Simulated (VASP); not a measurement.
Wanted: the native input for a VASP 6.6.1 run.

```
Task                   : band structure
Functional             : LDA
Potentials or basis    : VASP PAW LDA potentials, release 64 (Al)
Cutoff                 : 520 eV
k mesh                 : 16 × 16 × 16
Occupations            : methfessel-paxton, width 0.1 eV
Spin                   : no spin polarisation
Further INCAR settings : ALGO = Normal; EDIFF = 1e-06; NBANDS = 8
```

The structure of Al lies in POSCAR:

```
Al                                      
1.0
    0.0000000000      2.0078218401      2.0078218401
    2.0078218401      0.0000000000      2.0078218401
    2.0078218401      2.0078218401      0.0000000000
  Al            
     1
Direct
     0.0000000000000000    0.0000000000000000    0.0000000000000000
```

These files were run (other wordings do the same):

INCAR

```
PREC = Accurate
ENCUT = 520
EDIFF = 1E-6
ISMEAR = 1
SIGMA = 0.1
LREAL = False
LASPH = True
NELM = 80
ALGO = Normal
ISIF = 2
LWAVE = False
LCHARG = False
NBANDS = 8
```

KPOINTS

```
regular mesh
0
Gamma
  16 16 16
```

KPOINTS_OPT

```
explicit points
252
Reciprocal
 0.0000000000  0.0000000000  0.0000000000 1
 0.0357142857  0.0000000000  0.0357142857 1
 0.0714285714  0.0000000000  0.0714285714 1
 0.1071428571  0.0000000000  0.1071428571 1
 0.1428571429  0.0000000000  0.1428571429 1
 0.1785714286  0.0000000000  0.1785714286 1
[... 244 lines left out ...]
 0.4920245300  0.0079754700  0.5000000000 1
 0.5079754700 -0.0079754700  0.5000000000 1
```

Potentials or basis: VASP PAW LDA potentials, release 64 (Al).

The run is started by

```sh
$ cat potpaw_LDA.64/Al/POTCAR > POTCAR
$ mpirun -np 1 vasp_std > vasp.out
```

Results of the run:

* Pressure: -1.9 GPa
* Band gap along the path: none (metal or under the smearing width)

Run time: 8.9 s on 1 thread of Intel(R) Xeon(R) 6975P-C (Granite Rapids) (shared host), peak memory 0.13 GiB.
